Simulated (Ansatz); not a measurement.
W: changing the Hubbard U on W d

```yaml
crystal:
  lattice:
    - [-1.58234, 1.58234, 1.58234]
    - [1.58234, -1.58234, 1.58234]
    - [1.58234, 1.58234, -1.58234]
  atoms:
    - { symbol: W, position: [0.00000, 0.00000, 0.00000] }
```

Kept alike: task single point; functional LDA; k mesh 12 × 12 × 12; occupations fermi-dirac, width 0.05 eV; no spin polarisation. Program: Ansatz, Ansatz PAW, cutoff 420 eV. The mesh is that of the run's cell of 1 atom. No spin-orbit coupling.

| run | pressure (GPa) |
| --- | --- |
| A | -7.70 |
| B | -5.42 |
| C | -8.30 |
| D | -3.54 |
| E | -6.81 |
| F | 3.74 |
| G | -8.94 |

Pressure is positive in compression, with a Pulay correction for the finite cutoff. U acts here on a shell without spin polarisation. For a metal such a mesh leaves the last digits unconverged. How U acts hangs on the program's projectors. All rows use potentials made for PBE. U is the effective U - J on orthogonalised atomic projectors. Double counting: fully localised limit (the default).

Q: The runs differ in the Hubbard U on W d alone: 0; 2; 3; 4; 5; 6; 8 eV. Which run is which?

A: Run A is 3 eV; run B is 5 eV; run C is 2 eV; run D is 6 eV; run E is 4 eV; run F is 8 eV; run G is 0 eV. The pressure rises from -8.94 to 3.74 GPa between 0 and 8 eV.
